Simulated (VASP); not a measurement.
# Mg2Si (Fm-3m) in VASP: relaxation of cell and atoms with PBE

Aim: the relaxation of cell and atoms of Mg2Si with PBE.

Everything below comes from runs of VASP 6.6.1. Logs are shortened: lines on timing, memory, paths and dates and some standing lists are left out, and cuts for length are marked.

## Step 1: The structure

Symmetry: Fm-3m, No. 225, cubic system. The conventional cell has a = 6.359 Å, b = 6.359 Å, c = 6.359 Å, α = 90.00°, β = 90.00°, γ = 90.00°. Mg (site symmetry -43m) is surrounded by 4 Si at 2.75 Å. Around Si (site symmetry m-3m) lie 8 Mg at 2.75 Å.

## Step 2: Relaxation of cell and atoms, PBE

INCAR reads:

```
SYSTEM = Mg2Si
  ALGO = Normal
  EDIFF = 1E-7
  EDIFFG = -0.005
  ENCUT = 600
  GGA = PE
  IBRION = 2
  ISIF = 3
  ISMEAR = 0
  KPAR = 2
  LASPH = .TRUE.
  LCHARG = .FALSE.
  LREAL = .FALSE.
  LWAVE = .FALSE.
  NELM = 80
  NSW = 90
  PREC = Accurate
  SIGMA = 0.03
```

KPOINTS reads:

```
k-points
0
G
  10 10 10
  0 0 0
```

POSCAR reads:

```
Mg2Si                                   
1.0
    0.0000000000      3.1792963569      3.1792963569
    3.1792963569      0.0000000000      3.1792963569
    3.1792963569      3.1792963569      0.0000000000
  Mg              Si            
     2     1
Direct
     0.2500000000000000    0.2500000000000000    0.2500000000000000
     0.7500000000000000    0.7500000000000000    0.7500000000000000
     0.0000000000000000    0.0000000000000000    0.0000000000000000
```

Potentials or basis: VASP PAW PBE potentials, release 64 (Mg, Si).

Started as:

```
cat potpaw_PBE.64/Mg/POTCAR potpaw_PBE.64/Si/POTCAR > POTCAR
mpirun -np 2 vasp_std > vasp.out
```

OUTCAR:

```text
SYSTEM = Mg2Si
   EDIFF = 1E-7
   EDIFFG = -0.005
   ENCUT = 600
   GGA = PE
   IBRION = 2
   ISIF = 3
   ISMEAR = 0
   LASPH = .TRUE.
   LREAL = .FALSE.
   NELM = 80
   NSW = 90
   PREC = Accurate

 ion  position               nearest neighbor table
   1  0.250  0.250  0.250-   3 2.75   3 2.75   3 2.75   3 2.75   2 3.18   2 3.18   2 3.18   2 3.18
                             2 3.18   2 3.18
   2  0.750  0.750  0.750-   3 2.75   3 2.75   3 2.75   3 2.75   1 3.18   1 3.18   1 3.18   1 3.18
                             1 3.18   1 3.18
   3  0.000  0.000  0.000-   2 2.75   2 2.75   2 2.75   1 2.75   2 2.75   1 2.75   1 2.75   1 2.75

  LATTYP: Found a face centered cubic cell.
 ALAT       =     6.3585927138

  Lattice vectors:

 A1 = (   0.0000000000,   3.1792963569,   3.1792963569)
 A2 = (   3.1792963569,   0.0000000000,   3.1792963569)
 A3 = (   3.1792963569,   3.1792963569,   0.0000000000)

Analysis of symmetry for initial positions (statically):
=====================================================================
 Subroutine PRICEL returns:
 Original cell was already a primitive cell.

 Routine SETGRP: Setting up the symmetry group for a
 face centered cubic supercell.

 Subroutine GETGRP returns: Found 48 space group operations
 (whereof 48 operations were pure point group operations)
 out of a pool of 48 trial point group operations.

The static configuration has the point symmetry O_h .

Analysis of symmetry for dynamics (positions and initial velocities):
=====================================================================
 Subroutine PRICEL returns:
 Original cell was already a primitive cell.

 Routine SETGRP: Setting up the symmetry group for a
 face centered cubic supercell.

 Subroutine GETGRP returns: Found 48 space group operations
 (whereof 48 operations were pure point group operations)
 out of a pool of 48 trial point group operations.

The dynamic configuration has the point symmetry O_h .

 Subroutine INISYM returns: Found 48 space group operations
 (whereof 48 operations are pure point group operations),
 and found     1 'primitive' translations

----------------------------------------------------------------------------------------

                                     Primitive cell

  volume of cell :      64.2722

  direct lattice vectors                    reciprocal lattice vectors
     0.000000000  3.179296357  3.179296357    -0.157267503  0.157267503  0.157267503
     3.179296357  0.000000000  3.179296357     0.157267503 -0.157267503  0.157267503
     3.179296357  3.179296357  0.000000000     0.157267503  0.157267503 -0.157267503

  length of vectors
     4.496204027  4.496204027  4.496204027     0.272395306  0.272395306  0.272395306

  position of ions in fractional coordinates (direct lattice)
     0.250000000  0.250000000  0.250000000
     0.750000000  0.750000000  0.750000000
     0.000000000  0.000000000  0.000000000

  ion indices of the primitive-cell ions
   primitive index   ion index
                 1           1
                 2           2
                 3           3

----------------------------------------------------------------------------------------

 KPOINTS: k-points

Automatic generation of k-mesh.
 Grid dimensions read from file:
 generate k-points for:   10   10   10

 Generating k-lattice:

  Cartesian coordinates                     Fractional coordinates (reciprocal lattice)
    -0.015726750  0.015726750  0.015726750     0.100000000  0.000000000  0.000000000
     0.015726750 -0.015726750  0.015726750     0.000000000  0.100000000  0.000000000
     0.015726750  0.015726750 -0.015726750     0.000000000  0.000000000  0.100000000

  Length of vectors
     0.027239531  0.027239531  0.027239531

  Shift w.r.t. Gamma in fractional coordinates (k-lattice)
     0.000000000  0.000000000  0.000000000

 Subroutine IBZKPT returns following result:
 ===========================================

 Found     47 irreducible k-points:

 Following reciprocal coordinates:
            Coordinates               Weight
  0.000000  0.000000  0.000000      1.000000
  0.100000  0.000000  0.000000      8.000000
  0.200000  0.000000  0.000000      8.000000
  0.300000  0.000000  0.000000      8.000000
  0.400000  0.000000  0.000000      8.000000
  0.500000  0.000000  0.000000      4.000000
[... 16 lines left out ...]
  0.300000  0.300000  0.000000      6.000000
  0.400000  0.300000  0.000000     24.000000
 [... further k-points ...]
   k-points           NKPTS =     47   k-points in BZ     NKDIM =     47   number of bands    NBANDS=      8
   number of dos      NEDOS =    301   number of ions     NIONS =      3
   total plane-waves  NPLWV =  46656
   dimension x,y,z NGX =    36 NGY =   36 NGZ =   36
   dimension x,y,z NGXF=    72 NGYF=   72 NGZF=   72
   ions per type =               2   1
   NGX,Y,Z   is equivalent  to a cutoff of  13.31, 13.31, 13.31 a.u.
   NGXF,Y,Z  is equivalent  to a cutoff of  26.62, 26.62, 26.62 a.u.
 SYSTEM =  Mg2Si
   PREC   = accura    normal or accurate (medium, high low for compatibility)
   ISTART =      0    job   : 0-new  1-cont  2-samecut
   ICHARG =      2    charge: 1-file 2-atom 10-const
   ISPIN  =      1    spin polarized calculation?
   LNONCOLLINEAR =      F non collinear calculations
   LSORBIT =      F    spin-orbit coupling
   LASPH  =      T    aspherical Exc in radial PAW
   ENCUT  =  600.0 eV  44.10 Ry    6.64 a.u.   8.98  8.98  8.98*2*pi/ulx,y,z
   NELM   =     80;   NELMIN=  2; NELMDL= -5     # of ELM steps
   EDIFF  = 0.1E-06   stopping-criterion for ELM
   LREAL  =      F    real-space projection
   EDIFFG = -.5E-02   stopping-criterion for IOM
   NSW    =     90    number of steps for IOM
   IBRION =      2    ionic relax: 0-MD 1-quasi-New 2-CG
   NFREE  =      1    steps in history (QN), initial steepest desc. (CG)
   ISIF   =      3    stress and relaxation
   ISYM   =      2    0-nonsym 1-usesym 2-fastsym
   POTIM  = 0.5000    time-step for ionic-motion
   TEBEG  =    0.0;   TEEND  =   0.0 temperature during run
   PSTRESS=    0.0 pullay stress
   NELECT =       8.0000    total number of electrons
   NUPDOWN=      -1.0000    fix difference up-down
   EMIN   =  10.00;   EMAX   =-10.00  energy-range for DOS
   EFERMI =   0.00;   METHOD = LEGACY
   ISMEAR =     0;   SIGMA  =   0.03  broadening in eV -4-tet -1-fermi 0-gaus
   EFERMI_NEDOS =   21; number of points for ismear=-14 and -15
   IALGO  =     38    algorithm
   IMIX   =      4    mixing-type and parameters
     AMIX     =   0.40;   BMIX     =  1.00
     AMIX_MAG =   1.60;   BMIX_MAG =  1.00
  volume/ion in A,a.u.               =      21.42       144.58
  Fermi-wavevector in a.u.,A,eV,Ry     =   0.817392  1.544647  9.090460  0.668130
  Thomas-Fermi vector in A             =   1.927832
   LORBIT       =      0    0 simple, 1 ext, 2 COOP (PROOUT), +10 PAW based schemes
   GGA     = PE    functional components
   LHFCALC =     F    Hartree Fock is set to
   AEXX    =    0.0000 exact exchange contribution
   IVDW    =     0    specifies the selected vdW correction
   LEPSILON=     F    determine dielectric tensor
   LRPA    =     F    only Hartree local field effects (RPA)
 conjugate gradient relaxation of ions
 non-spin polarized calculation
 Gauss-broadening in eV      SIGMA  =   0.03
  energy-cutoff  :      600.00
  volume of cell :       64.27
 maximum number of plane-waves:      2166
   NGX = 17   NGY = 17   NGZ = 17

 number of electron       8.0000000 magnetization

 Free energy of the ion-electron system (eV)
  ---------------------------------------------------
  ext. energy  EPLUGINS =         0.00000000
  ---------------------------------------------------
  free energy    TOTEN  =        -8.91726922 eV

  energy without entropy =       -8.91726922  energy(sigma->0) =       -8.91726922

 E-fermi :   3.6785     XC(G=0):  -8.7767

 val. band max:        3.5719797431   @ k =   0.0000   0.0000   0.0000
 cond. band min:       3.7851038918   @ k =   0.5000   0.5000   0.0000
 fundamental gap:      0.2131241488
 Fermi energy:         3.6785099811

 k-point     1 :       0.0000    0.0000    0.0000
  band No.  band energies     occupation
      1      -5.5226      2.00000
      2       3.5720      2.00000
      3       3.5720      2.00000
      4       3.5720      2.00000
      5       5.4272      0.00000
      6       6.1370      0.00000
      7       6.1370      0.00000
      8       6.1370      0.00000

 k-point     2 :       0.1000    0.0000    0.0000
  band No.  band energies     occupation
      1      -5.4329      2.00000
      2       2.7465      2.00000
      3       3.4677      2.00000
      4       3.4677      2.00000
      5       5.6472      0.00000
      6       6.3251      0.00000
      7       6.3251      0.00000
      8       6.5676      0.00000

 k-point     3 :       0.2000    0.0000    0.0000
  band No.  band energies     occupation
      1      -5.1719      2.00000
      2       1.4311      2.00000
      3       3.2505      2.00000
      4       3.2505      2.00000
      5       5.3786      0.00000
      6       6.6013      0.00000
      7       6.6013      0.00000
      8       7.8007      0.00000
[... 210 lines left out ...]
 k-point    23 :       0.3000    0.3000    0.0000
  band No.  band energies     occupation
      1      -4.5115      2.00000
      2       0.6031      2.00000
      3       2.0818      2.00000
      4       2.0818      2.00000
      5       4.5066      0.00000
      6       4.8085      0.00000
      7       8.9920      0.00000
      8       8.9920      0.00000

 k-point    24 :       0.4000    0.3000    0.0000
  band No.  band energies     occupation
      1      -4.1616      2.00000
      2       0.0259      2.00000
      3       1.5682      2.00000
      4       1.9377      2.00000
      5       4.3880      0.00000
      6       4.9060      0.00000
      7       9.0102      0.00000
      8       9.1216      0.00000

 [... further k-points ...]

------------------------ aborting loop because EDIFF is reached ----------------------------------------

  FORCE on cell =-STRESS in cart. coord.  units (eV):
  Direction    XX          YY          ZZ          XY          YZ          ZX
  --------------------------------------------------------------------------------------
  -------------------------------------------------------------------------------------
  Total        0.0139508      0.0139508      0.0139508     -0.0000000      0.0000000     -0.0000000
  in kB        0.3477651      0.3477651      0.3477651     -0.0000000      0.0000000     -0.0000000
  external PRESSURE =       0.3477651 kB  Pullay stress =       0.0000000 kB

 VOLUME and BASIS-vectors are now :
 -----------------------------------------------------------------------------
  energy-cutoff  :      600.00
  volume of cell :       64.27
      direct lattice vectors                 reciprocal lattice vectors
     0.000000000  3.179296357  3.179296357    -0.157267503  0.157267503  0.157267503
     3.179296357  0.000000000  3.179296357     0.157267503 -0.157267503  0.157267503
     3.179296357  3.179296357  0.000000000     0.157267503  0.157267503 -0.157267503

 POSITION                                       TOTAL-FORCE (eV/Angst)
 -----------------------------------------------------------------------------------
      1.58965      1.58965      1.58965        -0.000000     -0.000000      0.000000
      4.76894      4.76894      4.76894         0.000000      0.000000      0.000000
      0.00000      0.00000      0.00000        -0.000000      0.000000     -0.000000
 -----------------------------------------------------------------------------------
    total drift:                               -0.000000     -0.000000     -0.000000

  FREE ENERGIE OF THE ION-ELECTRON SYSTEM (eV)
  ---------------------------------------------------
  free  energy   TOTEN  =        -8.9172692209 eV

  energy  without entropy=       -8.9172692206  energy(sigma->0) =       -8.91726922

 reached required accuracy - stopping structural energy minimisation
```

Wall time 12 s (2 MPI ranks of AMD EPYC 9R45 (Zen 5), shared host); peak memory 0.19 GiB.

What came out:

```yaml
Free_energy: -8.9173 eV
Pressure_after_relaxing: 0.0 GPa
Band_gap_on_the_k_mesh: 0.21 eV, indirect (least direct gap 1.86 eV)
```

Final structure:
```cif
data_structure
_symmetry_space_group_name_H-M 'P 1'
_symmetry_Int_Tables_number 1
_cell_length_a 4.4962
_cell_length_b 4.4962
_cell_length_c 4.4962
_cell_angle_alpha 60.000
_cell_angle_beta 60.000
_cell_angle_gamma 60.000
_cell_volume 64.27
loop_
_atom_site_label
_atom_site_type_symbol
_atom_site_fract_x
_atom_site_fract_y
_atom_site_fract_z
_atom_site_occupancy
Mg1 Mg 0.25000 0.25000 0.25000 1
Mg2 Mg 0.75000 0.75000 0.75000 1
Si1 Si 0.00000 0.00000 0.00000 1
```

Levels at points of the mesh, in eV from the valence-band top:
```csv
k point,band 1,band 2,band 3,band 4,band 5,band 6,band 7,band 8
"(0.00, 0.00, 0.00)",-9.09,0.00,0.00,0.00,1.86,2.56,2.56,2.56
"(0.50, 0.00, 0.00)",-7.68,-4.74,-0.70,-0.70,1.25,2.55,2.55,5.01
"(0.50, 0.50, 0.00)",-7.12,-4.42,-1.94,-1.94,0.21,0.41,7.91,7.91
```

Caveat: the relaxation stopped at its first step, so nothing moved. A hybrid or GW would open this gap; PBE tends to underestimate it.
